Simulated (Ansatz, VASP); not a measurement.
# Fe: VASP beside Ansatz

```xyz
4
Lattice="2.4191 0.0000 0.0000 -1.2096 2.0950 0.0000 0.0000 0.0000 7.7983" Properties=species:S:1:pos:R:3 pbc="T T T"
Fe    0.0000    0.0000    0.0000
Fe   -1.2096    2.0950    3.8991
Fe    0.0000    1.3967    1.9496
Fe    1.2096    0.6983    5.8487
```

Alike in both runs: task single point; functional PBEsol; k mesh 17 × 17 × 5; occupations fermi-dirac, width 0.05 eV; collinear spin.

|  | VASP | Ansatz |
| --- | --- | --- |
| version | VASP 6.6.1 | Ansatz 0.2.0 |
| potentials or method | VASP PAW PBE potentials, release 64 (Fe) | plane waves (420 eV) with PAW, scalar-relativistic |
| plane-wave cutoff (eV) | 520 | 420 |
| valence electrons in the cell | 32 | 64 |

Ansatz gave:

- pressure (GPa): -0.1
- largest component of the traceless stress (GPa): 0.13
- net moment per atom (μB): 0.22
- size of the moment on the site where the two differ most (μB): 0.02

Problem. What did VASP give for the same quantities?

Solution. Pressure (GPa): -0.5; largest component of the traceless stress (GPa): 0.11; net moment per atom (μB): 0.23; size of the moment on the site where the two differ most (μB): 0.03.

Site moments also hang on the region over which each program counts them. The functional is the same, so the differences come from potentials, cutoffs and numerics. The two sets of potentials don't hold the same shells in valence. Ansatz warned: «pseudo_functional_mismatch».

Caveats: the PAW data sets were made with another functional, which shifts forces and pressure a little (VASP).
